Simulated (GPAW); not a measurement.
Runs of GPAW 26.7.0 on CuO (Tenorite). The structure is monoclinic, space group C2/c (No. 15). Conventional cell: a = 4.684 Å, b = 3.423 Å, c = 5.129 Å, α = 90.00°, β = 99.54°, γ = 90.00°. Cu (site symmetry -1) is surrounded by 4 O at 1.95 to 1.96 Å. O (site symmetry 2) is surrounded by 4 Cu at 1.95 to 1.96 Å. 

```tsv
task	level	potentials or basis	U	cell	k mesh	cutoff (eV)	smearing	kernel	response ecut	response k mesh	response bands	eta	gap on the mesh (eV)	pressure (GPa)	largest force (eV/Å)
single point	PBEsol+U	PAW data sets generated in the run's folder for this functional, pw	Cu d U = 4.5 eV	as given	8 × 8 × 4	650	fermi-dirac 0.01 eV	-	-	-	-	-	none	-3.4	(a)
single point	PBE+U	GPAW PAW data sets (gpaw-data 1.2.1), pw	Cu d U = 6.2 eV	as given	8 × 8 × 4	650	fermi-dirac 0.01 eV	-	-	-	-	-	none	4.3	0.05
single point	LDA+U	the program's PAW data sets (release 1.2.1) made for this functional, pw	Cu d U = 8 eV	volume scaled by 0.92	8 × 8 × 5	600	fermi-dirac 0.01 eV	-	-	-	-	-	none	1.2	(b)
eps q	LDA+U	the program's PAW data sets (release 1.2.1) made for this functional, pw	Cu d U = 1 eV	as given	8 × 8 × 4	650	fermi-dirac 0.05 eV	RPA	50 eV	8 × 8 × 4	57	-	none	-	-
single point	LDA+U	the program's PAW data sets (release 1.2.1) made for this functional, pw	Cu d U = 1 eV	as given	8 × 8 × 4	650	fermi-dirac 0.01 eV	-	-	-	-	-	none	-10.5	0.39
eps q	PBE+U	GPAW PAW data sets (gpaw-data 1.2.1), pw	Cu d U = 1 eV	atoms moved at random, drawn with an rms of 0.05 Å	8 × 8 × 4	550	fermi-dirac 0.05 eV	RPA	60 eV	9 × 9 × 5	57	-	none	-	-
optical spectrum	LDA+U	the program's PAW data sets (release 1.2.1) made for this functional, pw	Cu d U = 8 eV	volume scaled by 0.92	8 × 8 × 5	600	fermi-dirac 0.05 eV	LR0.2	50 eV	10 × 10 × 6	49	0.1 eV	none	-	-
eps q	LDA+U	the program's PAW data sets (release 1.2.1) made for this functional, pw	Cu d U = 8 eV	volume scaled by 0.92	8 × 8 × 5	600	fermi-dirac 0.05 eV	RPA	60 eV	8 × 8 × 5	57	-	none	-	-
```

Alike in all rows: no spin polarisation.

Problem. Estimate the missing entries.

Solution. (a) 0.18; (b) 0.08.

Caveats: the run has no spin polarisation, though such a crystal can be magnetic; U without spin polarisation on a metal has little footing; with this Cu data set, volumes or pressures lay over 1.5 % or 2 GPa off other programs in two to four cells of ten (some runs); the cutoff is short for stress and forces, so pressures can be off by a GPa or more (some runs); response on these states lacks terms of the Hamiltonian (some runs); the intraband term hangs on this k mesh (some runs); the long-wavelength limit can be off by several per cent where d states take part (some runs).

A gap of «none» marks a metal or a gap under the smearing width.
